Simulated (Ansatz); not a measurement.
How far is PAW off for Hf?

```xyz
2
Lattice="3.1967 0.0000 0.0000 -1.5983 2.7684 0.0000 0.0000 0.0000 5.0578" Properties=species:S:1:pos:R:3 pbc="T T T"
Hf    0.0000    1.8456    1.2645
Hf    1.5983    0.9228    3.7934
```

Atoms are numbered in the order listed.

Conventional cell: a = 3.197 Å, b = 3.197 Å, c = 5.058 Å, α = 90.00°, β = 90.00°, γ = 120.00°. Around Hf (atom 1) lie 12 Hf at 3.13 to 3.20 Å.

The cell is COD entry 9008501, as deposited and not checked against the literature; nothing was relaxed.

Spin–orbit coupling is left out, though it moves levels of the heavy atoms by tenths of an eV or more.

Levels of theory: DFT, PBE, PAW with Ansatz's default frozen-core files, scalar-relativistic (Ansatz 0.2.0); DFT, PBE, all-electron LAPW, scalar-relativistic (Ansatz 0.2.0).

For PAW: a Γ-centred 13×13×7 k mesh, Fermi–Dirac smearing of 0.05 eV, cutoff 420 eV, no spin polarisation. LAPW targets a basis error of 0.5 meV/atom. The Ansatz runs share mesh, smearing and spin set-up. Plane-wave (PAW) pressures include the program's estimate of the Pulay term.

Stress and pressure are positive in compression.

Levels count from the Fermi level.

PAW results:

```
                      quantity     PAW
                pressure (GPa)    0.78
               stress xx (GPa)    0.82
               stress zz (GPa)    0.71
highest filled level at Γ (eV)  -3.714
  lowest empty level at Γ (eV)   0.632
highest filled level at L (eV)  -0.991
  lowest empty level at L (eV)   1.174
```

Task: What does full-potential LAPW give for the same quantities?

Result: 
```
                      quantity    LAPW
                pressure (GPa)    0.80
               stress xx (GPa)    0.84
               stress zz (GPa)    0.73
highest filled level at Γ (eV)  -3.714
  lowest empty level at Γ (eV)   0.631
highest filled level at L (eV)  -0.991
  lowest empty level at L (eV)   1.174
```
